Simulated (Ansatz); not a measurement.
# W2COF MXene monolayer in a perpendicular field

Aim: how the W2COF MXene monolayer screens a field along its normal, and what the field does to its bands. A positive field points along +c.

Main program and level: Ansatz 0.2.0; plane-wave DFT, PBE-D3(BJ), Ansatz PAW.

### Step 1. The starting structure

The cell holds 5 atoms: 1 F, 2 W, 1 C and 1 O. Its edges and angles: a = 3.125 Å, b = 3.125 Å, c = 40.001 Å, α = 90.0°, β = 90.0°, γ = 120.0°. Vacuum lies along c.

### Step 2. Relaxing the slab

The starting cell is a guess, so the in-plane lattice and the atoms are relaxed first, with the slab cut off from its images along the normal.

File input.yaml:

```yaml
crystal:
  lattice:
    - [3.125408, 0.0, 0.0]
    - [-1.562704, 2.7066827252, 0.0]
    - [0.0, 0.0, 40.0009932554]
  atoms:
    - { symbol: F, position: [0.3333333333, 0.6666666667, 0.4437389813] }
    - { symbol: W, position: [0.6666666667, 0.3333333333, 0.4668782751], spin: 1.0 }
    - { symbol: C, position: [0.0, 0.0, 0.4977075778] }
    - { symbol: W, position: [0.3333333333, 0.6666666667, 0.5285368805], spin: 1.0 }
    - { symbol: O, position: [0.6666666667, 0.3333333333, 0.5562610187] }
  periodic: [true, true, false]
magnetization:
  spin_polarized: true
kpoints:
  mp_grid: { grid: [12, 12, 1] }
hamiltonian:
  xc: pbe
  dispersion: d3bj
scf:
  occupations: { method: fermi_dirac, width: 0.05 }
  convergence: { dr2_threshold: 1.0e-09 }
relax:
  f_tol: 0.004
  max_steps: 90
  cell: {}
output:
  write_potential: true
  write_density: true
  volumetric_format: npy
```

Run with:

```bash
ansatz run input.yaml --threads 2 --pin off --max-ram 3072MiB --backend cpu --events-out ev --progress --plain --runs-dir out
```

Numbers of over 12 decimals in the logs are rounded to 6 here.

Log:

```text
Warning: relax.cell: scf.convergence.dr2_threshold = 1e-9 eV is looser than the 2.37779551206e-10 eV advised for a relaxation that steers and ends on the stress (1e-10 eV for each atom of the cell: 5, times the square of relax.cell.stress_2d_tol = 0.05 N/m over 14.5 Å (the atoms' height at the walk's start and 5 Å past either face), 3.448e-2 GPa, over a crystal's default 0.05). What an SCF threshold leaves in a stress goes as its square root, and in the free energy as the threshold itself, and one threshold admits the most on a small cell: [figures from the program's tests cut] Set scf.convergence.dr2_threshold to 2.37779551206e-10 eV or tighter. [rest of the remark cut]
Engine: ansatz 0.2.0, x86_64-unknown-linux-gnu
Pseudopotentials: kind: paw
Pseudopotential: F, paw, valence charge 7, recommended cutoff 420 eV (normal), F.paw.azcp
Pseudopotential: W, paw, valence charge 14, recommended cutoff 420 eV (normal), W.paw.azcp
Pseudopotential: C, paw, valence charge 4, recommended cutoff 420 eV (normal), C.paw.azcp
Pseudopotential: O, paw, valence charge 6, recommended cutoff 420 eV (normal), O.paw.azcp
Functional definition: PBE
  parameter kappa = 0.804
  parameter beta = 0.066725
  exchange = pbe_x(kappa = kappa, mu = beta*pi^2/3)
  correlation = pbe_c(beta = beta)
Crystal: 5 atoms, lattice volume = 338.388 Å³
Basis set: ecut = 420 eV, 6565 PW (Γ), exchange–correlation on 48×48×540 points (8 copies of the dense FFT grid, shifted against one another)
Bands: 29, of which v1, the nominal top of the filled ones, is band 23 counted from 1 (22 counted from 0)
Symmetry: 6 space group operations
Space group: P3m1 (ITA 156), of the structure as read, at distance tolerance 7.0e-5 Å
Magnetic group: BNS 156.49 (UNI 1279), of the structure as read, at distance tolerance 7.0e-5 Å
k-points: 19 of 144 (time reversal used)
Non-local potential: F, projectors of the file, l = 0: 2, l = 1: 2, l = 2: 1
Non-local potential: W, projectors of the file, l = 0: 3, l = 1: 2, l = 2: 2, l = 3: 1
Non-local potential: C, projectors of the file, l = 0: 2, l = 1: 2, l = 2: 1
Non-local potential: O, projectors of the file, l = 0: 2, l = 1: 2, l = 2: 1
PAW form: soft (Blöchl's): semilocal exchange-correlation on the pseudo side does not see the compensation charge
PAW one-centre angular grid: F, 110 points (default); XC on 64 Gauss nodes
PAW one-centre angular grid: W, 590 points (default); XC on 64 Gauss nodes
PAW one-centre angular grid: C, 110 points (default); XC on 64 Gauss nodes
PAW one-centre angular grid: O, 110 points (default); XC on 64 Gauss nodes
Initial density: superposition of atomic densities (neutral atoms: chi_scale 0, normalization atom)
Starting moments: Σ|m| = 2 μB on 2 of 5 sites
Initial wavefunctions: pseudopotential atomic-orbital guess
Functional: x = pbe(κ = 0.804, μ = 0.219515), c = pbe(β = 0.066725)
SCF iter   1: F=—  HF=-22398.481798 eV  |F-HF|=—  |Δ(HF+E_count)|=         —  Δρ=3.09e-2 (↑3.09e-2 ↓2.93e-2)  dr2=2.48e1  dr2_m=6.47e-2  M=1.218 μB ∫|m|=1.263 μB  β_m=0.30  ethr=3.10e-3  ⟨swp⟩=15.9  Hψ=8747  notcnv=0
Mixer restart at iter 1: flushing history
preconditioner: auto → LDOS  [metal: Δε(μ)=0.055 eV  Ē_g=10.573 eV  σ=0.050 eV  W_gap=0.27  n_scr=24 (ndim 8)  ℏωp=10.5 eV  f_vac=0.806  D(μ)=2.98/eV (n_scr^D=16)]
spin=Collinear: LDOS preconditioning applied to the charge; magnetization (m = ρ↑ − ρ↓) channel mixes plain (no charge-response kernel on spin).
SCF iter   2: F=—  HF=-22395.485090 eV  |F-HF|=—  |Δ(HF+E_count)|=    3.00e0  Δρ=1.77e-2 (↑1.77e-2 ↓1.68e-2)  dr2=9.24e0  dr2_m=3.40e-2  M=1.245 μB ∫|m|=1.295 μB  β_m=0.50  ethr=3.10e-3  ⟨swp⟩=4.4  Hψ=2831  notcnv=0  defer=14
SCF iter   3: F=—  HF=-22394.004571 eV  |F-HF|=—  |Δ(HF+E_count)|=    1.48e0  Δρ=3.68e-3 (↑3.68e-3 ↓3.37e-3)  dr2=6.02e-2  dr2_m=9.80e-3  M=1.291 μB ∫|m|=1.335 μB  β_m=0.57  ethr=3.10e-3  ⟨swp⟩=5.3  Hψ=3419  notcnv=0  defer=13
SCF iter   4: F=—  HF=-22394.049389 eV  |F-HF|=—  |Δ(HF+E_count)|=         —  Δρ=1.96e-3 (↑1.96e-3 ↓1.61e-3)  dr2=1.08e-2  dr2_m=5.66e-3  M=1.242 μB ∫|m|=1.278 μB  β_m=0.57  ethr=1.34e-4  ⟨swp⟩=5.4  Hψ=3286  notcnv=0  defer=11
SCF iter   5: F=—  HF=-22394.057458 eV  |F-HF|=—  |Δ(HF+E_count)|=   8.07e-3  Δρ=1.04e-3 (↑1.04e-3 ↓8.59e-4)  dr2=2.17e-3  dr2_m=2.15e-3  M=1.257 μB ∫|m|=1.289 μB  β_m=0.79  ethr=2.39e-5  ⟨swp⟩=4.5  Hψ=2516  notcnv=0  defer=11
SCF iter   6: F=—  HF=-22394.061268 eV  |F-HF|=—  |Δ(HF+E_count)|=   3.81e-3  Δρ=2.81e-4 (↑2.73e-4 ↓2.81e-4)  dr2=1.57e-4  dr2_m=2.09e-4  M=1.273 μB ∫|m|=1.301 μB  β_m=0.88  ethr=4.83e-6  ⟨swp⟩=4.7  Hψ=2951  notcnv=0  defer=12
SCF iter   7: F=—  HF=-22394.061406 eV  |F-HF|=—  |Δ(HF+E_count)|=   1.38e-4  Δρ=9.54e-5 (↑9.54e-5 ↓8.41e-5)  dr2=4.22e-5  dr2_m=1.83e-5  M=1.277 μB ∫|m|=1.303 μB  β_m=0.91  ethr=3.49e-7  ⟨swp⟩=4.0  Hψ=2936  notcnv=0  defer=11
SCF iter   8: F=—  HF=-22394.061425 eV  |F-HF|=—  |Δ(HF+E_count)|=   1.91e-5  Δρ=2.31e-5 (↑2.31e-5 ↓2.30e-5)  dr2=8.76e-6  dr2_m=8.04e-7  M=1.279 μB ∫|m|=1.305 μB  β_m=0.87  ethr=9.38e-8  ⟨swp⟩=3.5  Hψ=2696  notcnv=0  defer=11
SCF iter   9: F=—  HF=-22394.061427 eV  |F-HF|=—  |Δ(HF+E_count)|=   1.89e-6  Δρ=9.86e-6 (↑9.86e-6 ↓7.82e-6)  dr2=6.94e-7  dr2_m=1.47e-7  M=1.279 μB ∫|m|=1.305 μB  β_m=0.92  ethr=1.95e-8  ⟨swp⟩=3.6  Hψ=2326  notcnv=0  defer=11
SCF iter  10: F=—  HF=-22394.061428 eV  |F-HF|=—  |Δ(HF+E_count)|=   9.22e-7  Δρ=3.26e-6 (↑2.50e-6 ↓3.26e-6)  dr2=5.15e-8  dr2_m=1.21e-8  M=1.279 μB ∫|m|=1.305 μB  β_m=0.90  ethr=1.54e-9  ⟨swp⟩=3.8  Hψ=2739  notcnv=0  defer=11
SCF iter  11: F=—  HF=-22394.061428 eV  |F-HF|=—  |Δ(HF+E_count)|=   2.18e-7  Δρ=1.39e-6 (↑1.39e-6 ↓1.00e-6)  dr2=1.06e-8  dr2_m=1.23e-9  M=1.279 μB ∫|m|=1.305 μB  β_m=0.82  ethr=1.14e-10  ⟨swp⟩=3.5  Hψ=2596  notcnv=0  defer=11
SCF iter  12: F=—  HF=-22394.061428 eV  |F-HF|=—  |Δ(HF+E_count)|=   2.79e-8  Δρ=4.43e-7 (↑3.86e-7 ↓4.43e-7)  dr2=2.05e-9  dr2_m=1.21e-10  M=1.279 μB ∫|m|=1.305 μB  β_m=0.72  ethr=2.37e-11  ⟨swp⟩=3.6  Hψ=2503  notcnv=0  defer=11
SCF iter  13: F=-22394.061428 eV  HF=-22394.061428 eV  |F-HF|=4.44e-10  |Δ(HF+E_count)|=   4.15e-9  Δρ=1.21e-7 (↑8.83e-8 ↓1.21e-7)  dr2=1.66e-10  dr2_m=2.08e-11  M=1.279 μB ∫|m|=1.305 μB  ethr=2.22e-12  ⟨swp⟩=10.7  Hψ=9796  notcnv=0
SCF 1 converged in 13 iterations: F = -22394.061428 eV  dr2 = 1.66e-10
  greatest PAW one-centre occupation: 1.000 electrons in one spin orbital (limit 2), on the W atom at site 3 (counted from 0), in its partial waves of l = 0
[...]
relax step   8: F+E_penalty+E_count = -22396.55565026 eV  Δ(F+E_penalty+E_count) = +3.291e-6 eV  max|allowed force component| = 6.294e-3 eV/Å  Δτ_max = 0.0007 Å  P = +0.003 N/m  Ω = 342.770 Å³  energy of the carried Pulay correction = -2.493e-3 eV  fix = [c, alpha, beta]  reactions: c +0.000 N/m  (7 SCF iters, accepted)
relax step   9: F+E_penalty+E_count = -22396.55564724 eV  Δ(F+E_penalty+E_count) = +3.013e-6 eV  max|allowed force component| = 6.217e-4 eV/Å  Δτ_max = 0.0002 Å  P = -0.001 N/m  Ω = 342.779 Å³  energy of the carried Pulay correction = -2.498e-3 eV  fix = [c, alpha, beta]  reactions: c -0.000 N/m  (6 SCF iters, accepted)
relax step  10: F+E_penalty+E_count = -22396.55848193 eV  Δ(F+E_penalty+E_count) = -2.835e-3 eV  max|allowed force component| = 4.756e-4 eV/Å  Δτ_max = 0.0000 Å  P = +0.087 N/m  Ω = 342.779 Å³  fix = [c, alpha, beta]  reactions: c +0.000 N/m  stress off target by 8.74e-2 N/m on what of the cell is left free  SCF on the basis re-selected at this cell (its energy is not comparable with the rows above)  (6 SCF iters)
relax step  11: F+E_penalty+E_count = -22396.55838396 eV  Δ(F+E_penalty+E_count) = +9.797e-5 eV  max|allowed force component| = 1.696e-3 eV/Å  Δτ_max = 0.0006 Å  P = -0.005 N/m  Ω = 342.963 Å³  energy of the carried Pulay correction = -1.099e-4 eV  fix = [c, alpha, beta]  reactions: c -0.000 N/m  (7 SCF iters, accepted)
iter 1 solved again at ethr=1.55e-7 eV; its pass at ethr=3.10e-3 eV (dr2=6.98e-5 eV) is discarded
SCF iter   1: F=—  HF=-22396.558475 eV  |F-HF|=—  |Δ(HF+E_count)|=         —  Δρ=4.18e-6 (↑4.18e-6 ↓4.18e-6)  dr2=7.62e-9  dr2_m=1.10e-11  M=-0.000 μB ∫|m|=0.000 μB  β_m=0.65  ethr=1.55e-7  ⟨swp⟩=7.8  Hψ=15424  notcnv=0
eigensolver tolerance schedule: the retry pair's looser diagonalisation over-reported the residual by 9151.98 of it (diagonalisation noise at 0.84 of the residual, at the tolerance the schedule requests for it); recorded, not acted on — ethr = c·dr2/N_el stays at c = 1.0e-1
preconditioner: auto → LDOS  [metal: Δε(μ)=0.038 eV  Ē_g=10.606 eV  σ=0.050 eV  W_gap=0.18  n_scr=22 (ndim 8)  ℏωp=10.8 eV  f_vac=0.815  D(μ)=1.18/eV (n_scr^D=10)]
spin=Collinear: LDOS preconditioning applied to the charge; magnetization (m = ρ↑ − ρ↓) channel mixes plain (no charge-response kernel on spin).
SCF iter   2: F=—  HF=-22396.558429 eV  |F-HF|=—  |Δ(HF+E_count)|=   4.59e-5  Δρ=1.62e-6 (↑1.60e-6 ↓1.62e-6)  dr2=5.51e-9  dr2_m=3.24e-12  M=-0.000 μB ∫|m|=0.000 μB  β_m=0.48  ethr=1.69e-11  ⟨swp⟩=7.7  Hψ=5363  notcnv=0
SCF iter   3: F=—  HF=-22396.558440 eV  |F-HF|=—  |Δ(HF+E_count)|=   1.04e-5  Δρ=1.05e-6 (↑1.05e-6 ↓1.04e-6)  dr2=8.82e-10  dr2_m=1.99e-12  M=-0.000 μB ∫|m|=0.000 μB  β_m=0.53  ethr=1.23e-11  ⟨swp⟩=3.2  Hψ=1985  notcnv=0
SCF iter   4: F=-22396.558457 eV  HF=-22396.558452 eV  |F-HF|=4.48e-6  |Δ(HF+E_count)|=   1.29e-5  Δρ=3.91e-7 (↑3.90e-7 ↓3.91e-7)  dr2=2.59e-10  dr2_m=5.41e-13  M=-0.000 μB ∫|m|=0.000 μB  ethr=1.96e-12  ⟨swp⟩=16.3  Hψ=11060  notcnv=0
the starting moments were not kept: the SCF closed with an absolute magnetisation of 1.1e-6 μB, where they sum to 2 μB in size (2 sites). That is at most 0.1 of that sum. Measured as dr2_m measures the in/out step, that magnetisation stands 1.8e-13 eV from none, at or under the dr2_threshold of 1.0e-9 eV: it is no larger than a step whose dr2_m would equal this threshold.
SCF 12 converged in 4 iterations: F = -22396.558457 eV  dr2 = 2.59e-10
relax step  12: F+E_penalty+E_count = -22396.55845688 eV  Δ(F+E_penalty+E_count) = -7.292e-5 eV  max|allowed force component| = 1.692e-3 eV/Å  Δτ_max = 0.0000 Å  P = -0.004 N/m  Ω = 342.963 Å³  fix = [c, alpha, beta]  reactions: c -0.000 N/m  stress off target by 4.33e-3 N/m on what of the cell is left free  SCF on the basis re-selected at this cell (its energy is not comparable with the rows above)  (4 SCF iters)
basis re-selected at this cell: Δ(F+E_penalty+E_count) = -7.292e-5 eV, ΔP = +0.000 N/m vs the last step (what re-selecting the basis moved, of the pressure what is left beyond the Pulay correction that the steps carried, after the strain that the cell walked since its last selection, with what the two solves' SCF thresholds leave and, on support functions, any second-order correction that the steps lacked; it is no m [...]
WARN: The output density's exchange-correlation potential varies sharply where the density is thin. Do not read a vacuum level from v_tot or v_xc, or from such a field of the output density. On a cell that repeats whose density bears no net charge and no dipole along the vacuum's axis use v_es (v_loc + v_h of the components); under efield.dipole_correction with no amplitude use v_es + v_field, which holds any externa [...]
SCF converged after 4 iterations
Magnetization: -0.0000 μB (22.5000 up, 22.5000 down)
Absolute magnetization: 0.0000 μB (∫|ρ↑−ρ↓|, with the PAW one-centre terms)
Spin contamination: 0.0000 ħ² per cell (⟨S²⟩ above its minimum at these occupations)
Per-site moments (μB) at R_I (Å): [(8.53202135542568e-9, 0.967576), (-2.5159851151786986e-7, 0.834200), (1.404855676953782e-7, 0.834200), (-7.021800157642688e-8, 0.871814), (1.8027972073988202e-7, 0.871814)]
Free energy (F): -22396.558457 eV
Harris-Foulkes:  -22396.558452 eV  (|F-HF|=4.48e-6)
Internal energy: -22396.548990 eV  (E = F + TS)
E sigma→0 (E₀):  -22396.553723 eV
Entropy (-TS):   -0.009467 eV (-1.893 meV/atom)
Fermi energy:    -5.307859 eV
--- Per-component energies (eV) ---
  E_band       = -1253.526435
  E_kinetic    = 1375.894304
  E_local      = -177255.429790  (includes V_loc(G=0)·N_el)
  E_nonlocal   = 150.001049
  E_hartree    = 87784.187790
  E_xc         = -736.009533
  E_vxc        = -734.214039  (∫ρ·V_xc dr)
  E_paw        = -17582.497933  (= ΣΔE_a)
  E_vpaw       = -358.159306  (= ΣTr[D̂ρ^β])
  E_aug_tail   = 0.004414  (compensation charges beyond the density's cutoff)
  E_ewald      = 83868.397650
  E_disp       = -1.096941  (pairwise vdW)
  E_smearing   = -0.009467  (= −TS)
  E_closure    = 0.000000  (closes the sum)
  Σ components = -22396.558457   (vs F -22396.558457, Δ=0.00e0)
--- Forces (eV/Å), atoms counted from 1 ---
  atom   1  F      0.00000000    -0.00000000     0.00169227
  atom   2  W      0.00000000    -0.00000000    -0.00155138
  atom   3  C     -0.00000000     0.00000000    -0.00125033
  atom   4  W      0.00000000     0.00000000     0.00139276
  atom   5  O      0.00000000    -0.00000000    -0.00028186
  max |Σ_I F_I| component: 1.47e-6 eV/Å
--- 2D stress c σ (N/m, compression-positive) ---
       -0.004335       0.000000      -0.000000
        0.000000      -0.004335       0.000000
       -0.000000       0.000000      -0.000000
  P = ½ c Tr σ = -0.0043 N/m
--- Band table (eV; the first three rows and the last of 38) ---
  k-point 0 ↑: bands = [... 19 lower, -9.4605, -7.9076, -7.9076, -5.9372, -4.4974, -4.1246, -4.1246, -3.6230, ... 2 higher]
  k-point 1 ↑: bands = [... 19 lower, -9.2914, -7.9375, -7.7503, -5.9839, -4.4551, -4.0473, -3.9111, -3.7552, ... 2 higher]
  k-point 2 ↑: bands = [... 19 lower, -9.2940, -7.9936, -7.3325, -6.1074, -4.3033, -3.9535, -3.8293, -3.3810, ... 2 higher]
  k-point 18 ↓: bands = [... 19 lower, -10.1816, -6.8110, -6.7101, -6.2518, -4.3316, -3.0855, -3.0850, -1.5810, ... 2 higher]
  the weakly bound empty levels are not read free of the cell's end (no_gap_told)
--- Relaxed structure (10 steps of the walk, 10 accepted, 2 SCFs on fresh bases) ---
  F+E_penalty+E_count = -22396.55845688 eV   max|allowed force component| = 1.692e-3 eV/Å   (the final SCF, on the basis selected at the relaxed cell)
  cell:  # Å, volume = 342.9627 Å³
    - [3.146464, 0, 0]
    - [-1.573232, 2.724918, 0]
    - [0, 0, 40.0009932554]
  atoms:
    - { symbol: F, position: [0.333333, 0.666667, 0.438090] }
    - { symbol: W, position: [0.666667, 0.333333, 0.475186] }
    - { symbol: C, position: [0, 0, 0.497401] }
    - { symbol: W, position: [0.333333, 0.666667, 0.527721] }
    - { symbol: O, position: [0.666667, 0.333333, 0.554724] }
```

Wall time 9.2 min (2 threads of Intel Xeon at 2.50GHz (Skylake/Cascade Lake), shared host); peak memory 0.79 GiB; 18 min of CPU time.

Relaxation path:

```tsv
step	energy less that of the first step (eV)	largest force component (eV/Å)	volume (Å³)
1	0.0000	7.9673	338.39
2	-1.8936	5.5665	338.39
3	-2.2503	3.7804	340.35
4	-2.4787	0.5837	346.38
5	-2.4934	0.0854	343.43
6	-2.4942	0.0135	342.81
7	-2.4942	0.0074	342.76
8	-2.4942	0.0063	342.77
9	-2.4942	0.0006	342.78
10*	-2.4971	0.0005	342.78
11	-2.4970	0.0017	342.96
12*	-2.4970	0.0017	342.96
```

Relaxation steps marked * repeat the geometry before them on a plane-wave basis chosen anew for their cell, so energy and pressure can jump there.

The run keeps the 6 symmetry operations that it works with, so distortions that break them were not tested.

```tsv
cell as run	before	after	change
a (Å)	3.125	3.146	+0.7 %
b (Å)	3.125	3.146	+0.7 %
```

The atoms that moved most (Å, along periodic axes as changes of fractional coordinates times the final cell, across vacuum about the mean position):

```tsv
atom	dx	dy	dz	length
W2	0.000	0.000	0.332	0.332
F1	0.000	0.000	-0.226	0.226
O5	0.000	0.000	-0.061	0.061
W4	0.000	0.000	-0.033	0.033
C3	0.000	0.000	-0.012	0.012
```

Final coordinates:

```xyz
5
Lattice="3.1465 0.0000 0.0000 -1.5732 2.7249 0.0000 0.0000 0.0000 40.0010" Properties=species:S:1:pos:R:3
F     0.0000    1.8166   17.5240
W     1.5732    0.9083   19.0079
C     0.0000    0.0000   19.8965
W     0.0000    1.8166   21.1094
O     1.5732    0.9083   22.1895
```

This step gave:

```
energy at zero smearing : -22396.5537 eV
```

The lattice constant a goes from 3.125 to 3.146 Å.

[end of part 1 of 2]

[Logs are printed without paths, hosts, clocks, repeated set-up lines and the standing remarks that a program may print on its own settings, such as how far it seeks lower states.]

[Hosts, paths, dates, database ids (printed as entryN), source tags and the programs' standing remarks are cut or masked in the printed files.]

[Maps of the electrostatic potential energy from Ansatz leave out the sawtooth potential of an applied field or a dipole correction, so their vacuum need not be flat; planar profiles and work functions include it.]
